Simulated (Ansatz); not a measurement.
ZnS: equation of state with PBE

**Measured values to compare with.**

From “Electronic, vibrational, and thermodynamic properties of ZnS (zincblende and rocksalt structure)”, 2009, arxiv:0911.5022, for a bulk crystal of ZnS: bulk modulus 76.9 GPa.

The system is ZnS.

```
Zn S
1.0
     0.00000    2.70200    2.70200
     2.70200    0.00000    2.70200
     2.70200    2.70200    0.00000
Zn S
1 1
Direct
  0.75000 0.75000 0.75000
  0.00000 0.00000 0.00000
```

```
Program             : Ansatz 0.2.0
Task                : equation of state
Functional          : PBE
Potentials or basis : Ansatz PAW small core
Cutoff              : 420 eV
Density cutoff      : 1680 eV
k mesh              : 9 × 9 × 9
Occupations         : fermi-dirac, width 0.05 eV
Spin                : no spin polarisation
```

- Equilibrium volume: 20.16 Å³/atom
- Bulk modulus: 70 GPa
- Pressure derivative of the bulk modulus: 4.4

Energy against volume, from the lowest point:
```
volume (Å³/atom)  energy (meV/atom)
          18.543              32.86
          18.938              18.09
          19.332               8.00
          19.727               2.11
          20.121               0.00
          20.516               1.27
          20.910               5.60
```

All runs of the series together: 7.4 s on 2 threads of Arm Neoverse V2, with other jobs on the host.

Measured bulk modulus of ZnS: 76.9 GPa (quoted in “Electronic, vibrational, and thermodynamic properties of ZnS (zincblende and rocksalt structure)”, 2009, arxiv:0911.5022). This calculation gives 70 GPa (-9.6 %). The fit is for a static lattice scaled at fixed shape and fixed fractional positions.

PBE usually gives volumes a little too large and moduli too small.
